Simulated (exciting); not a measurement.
# RbCl under changes of volume

One of the cells (35.094 Å³/atom); the others are scaled copies at fixed shape and fractional positions:

```
Rb Cl
1.0
     0.00000    3.27400    3.27400
     3.27400    0.00000    3.27400
     3.27400    3.27400    0.00000
Rb Cl
1 1
Direct
  0.00000 0.00000 0.00000
  0.50000 0.50000 0.50000
```

```yaml
Program: exciting (release sodium)
Functional: PBE
Potentials_or_basis: all-electron LAPW+lo, shipped species files, valence relativity iora*
rgkmax: 7.5
k_mesh: 7 × 7 × 7
Occupations: fermi-dirac, width 0.05 eV
Spin: no spin polarisation
```

| volume (Å³/atom) | energy over the lowest point (meV/atom) | gap on the mesh (eV) |
| --- | --- | --- |
| 32.989 | 31.78 | 5.27 |
| 33.690 | 21.80 | 5.20 |
| 34.392 | ? | ? |
| 35.094 | 8.05 | 5.06 |
| 35.796 | 3.82 | 5.00 |
| 36.498 | 1.28 | 4.94 |
| 37.200 | 0.00 | 4.88 |

Question: What does the run at 34.392 Å³/atom give?

Answer: Energy over the lowest point 13.94 meV/atom; gap on the mesh 5.13 eV.

Worked out: A Birch-Murnaghan fit of order 3 (a polynomial in V^(-2/3)) to the other rows has its minimum at 37.53 Å³/atom, just outside them, with B0 = V·E''(V) = 14.5 GPa and B' = 4.7. It gives 13.95 meV/atom at 34.392 Å³/atom, against the run's 13.94. A straight line through the other rows of the gap, of slope -3.25 eV per unit of ln V (its deformation potential), gives 5.13 eV, against the run's 5.13.

Energies are extrapolated to zero smearing.

Caveats: an odd mesh through Γ misses points on the zone boundary, where band edges often lie (some runs). Spin-orbit coupling on Rb is left out.
